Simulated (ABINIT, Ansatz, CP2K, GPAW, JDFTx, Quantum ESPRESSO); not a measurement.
**LiF: band gap by level of theory**

```yaml
crystal:
  lattice:
    - [0.00000, 2.01400, 2.01400]
    - [2.01400, 0.00000, 2.01400]
    - [2.01400, 2.01400, 0.00000]
  atoms:
    - { symbol: F, position: [0.50000, 0.50000, 0.50000] }
    - { symbol: Li, position: [0.00000, 0.00000, 0.00000] }
```

| rung | level | program and potentials | cutoff (eV) | k mesh | task | core time | chip | band gap (eV) | notes |
| --- | --- | --- | --- | --- | --- | --- | --- | --- | --- |
| GGA | PBE | Ansatz, Ansatz PAW | 420 | 11 × 11 × 11 | band structure | 0.85 s | Intel Xeon 6975P-C Granite Rapids | 9.09 | 5 valence electrons an atom on average |
| GGA | PBE | Ansatz, all-electron LAPW, scalar-relativistic | - | 6 × 6 × 6 | single point | 0.91 s | Arm Neoverse V2 | 9.07 | - |
| LDA | LDA | JDFTx, PseudoDojo-SR-LDA-0.4.1-standard | 1143 | 11 × 11 × 11 | band structure | 4.5 s | Intel Xeon Platinum 8488C Sapphire Rapids | 8.86 | 5 valence electrons an atom on average; from the band path |
| GGA | PBEsol | JDFTx, PseudoDojo-SR-PBEsol-0.4.1-standard | 1143 | 11 × 11 × 11 | band structure | 4.5 s | Intel Xeon Platinum 8488C Sapphire Rapids | 8.94 | 5 valence electrons an atom on average; from the band path |
| GGA | PBEsol | JDFTx, PseudoDojo-SR-PBEsol-0.4.1-standard with smoothed tails | 1143 | 11 × 11 × 11 | band structure | 4.5 s | Arm Neoverse V2 | 8.94 | 5 valence electrons an atom on average; from the band path |
| GGA | PBE | Quantum ESPRESSO, SG15 PBE 1.2 | 952 | 8 × 8 × 8 | single point | 5.6 s | Intel Xeon Platinum 8259CL Skylake/Cascade Lake | 9.13 | 5 valence electrons an atom on average |
| GGA | PBEsol | Ansatz, all-electron LAPW, scalar-relativistic | - | 11 × 11 × 11 | band structure | 6.4 s | Arm Neoverse V1 | 8.90 | - |
| hybrid | HSE06 form with a chosen share of exact exchange | Ansatz, Ansatz PAW | 420 | 6 × 6 × 6 | single point | 16 s | AMD EPYC 7571 | 11.11 | coarse mesh; potentials made for PBE, which Ansatz adapts in part; 5 valence electrons an atom on average |
| hybrid | HSE06 | Ansatz, Ansatz PAW | 420 | 8 × 8 × 8 | band structure | 19 s | AMD EPYC 7R13 Zen 3 | 11.40 | potentials made for PBE, which Ansatz adapts in part; 5 valence electrons an atom on average |
| GGA | PBE | ABINIT, JTH PAW PBE v2.0 | 626 | 11 × 11 × 11 | band structure | 20 s | Arm Neoverse V2 | 9.06 | 5 valence electrons an atom on average |
| GGA | PBE | CP2K, POTENTIAL_UZH F GTH-PBE-q7, Li GTH-PBE-q1; TZVP-MOLOPT-PBE-GTH basis | - | 11 × 11 × 11 | band structure | 36 s | Arm Neoverse V1 | 8.91 | atomic basis; 4 valence electrons an atom on average |
| model potential | TB-mBJ | GPAW, GPAW PAW data sets for LDA (gpaw-data 1.2.1) | 800 | 12 × 12 × 12 | single point | 56 s | Arm Neoverse N1 | 11.81 | potentials made for LDA; 4 valence electrons an atom on average; far from this level's other runs, cause not traced |
| meta-GGA | r2SCAN | ABINIT, Ansatz NC r2SCAN | 1497 | 11 × 11 × 11 | band structure | 11 min | Arm Neoverse V1 | 10.10 | 5 valence electrons an atom on average |
| hybrid | PBE0 | ABINIT, PseudoDojo NC SR PBE v0.4.1 standard | 980 | 8 × 8 × 8 | single point | 53 min | Arm Neoverse V1 | 12.14 | coarse mesh; potentials made for PBE; 5 valence electrons an atom on average |

Times are single runs on shared hosts and different chips, so they are rough; meshes, cutoffs and the tasks' sizes weigh on the time. All rows: no spin polarisation. Gaps are the least found on the k mesh or the band path, and a mesh can miss the band edges. The cell comes from a database and isn't always the measured one. Meshes differ between rows, which moves values too. All levels ran on this one cell, unrelaxed unless noted. Meshes are those of the run's cell of 2 atoms unless a note names another. Runs on faulty files, with rough fits or with known faults for this quantity aren't shown. No row holds spin-orbit coupling.

By rung: LDA 8.86; GGA 8.90 to 9.13; meta-GGA 10.10; model potential 11.81; hybrid 11.40; GGA in atomic bases 8.91; hybrid on coarse meshes 11.11 to 12.14 (eV).
